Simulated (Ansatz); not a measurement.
## Property card for MgH$_{2}$

Level of theory: DFT PBE, scalar-relativistic, plane waves, PAW in Ansatz.

Settings: cutoff 420 eV, Γ-centred mesh 6×6×8 on the computed 6-atom cell, Gaussian smearing of 0.02 eV; no spin polarisation.

The structure is relaxed at this level of theory with its symmetry kept, and needn't be the ground state of this composition.

Space group P4_2/mnm (No. 136), tetragonal, a = 4.517 Å, c = 3.013 Å. Mg is surrounded by 6 H at 1.94–1.96 Å; H has 3 Mg at 1.94–1.96 Å.

```json
{
 "Volume per atom": "10.25 Å³",
 "Formation energy from the elements' standard states (uncorrected)": "-0.182 eV/atom",
 "Kohn–Sham band gap": "3.72 eV, indirect from (0.156, 0.156, -0.089) to (0.396, 0.396, -0.500)",
 "Orbital (Löwdin) character of the top 1 eV of the valence band": "H 1s 94 %",
 "Electron masses at the edge by direction of the standard setting (m_e; one valley, along these axes only; no spin-orbit coupling)": "x: 0.49; y: 0.49; z: 0.45",
 "Hole masses at the edge by direction of the standard setting (m_e; one valley, along these axes only; no spin-orbit coupling)": "x: 0.70; y: 0.70; z: 8.0",
 "Bader charge by site (e)": "Mg (2 in the cell) 1.64, H (4 in the cell) -0.82"
}
```

It comes from a database structure that was distorted and then relaxed. Kohn–Sham gaps at this level usually fall short of measured ones.
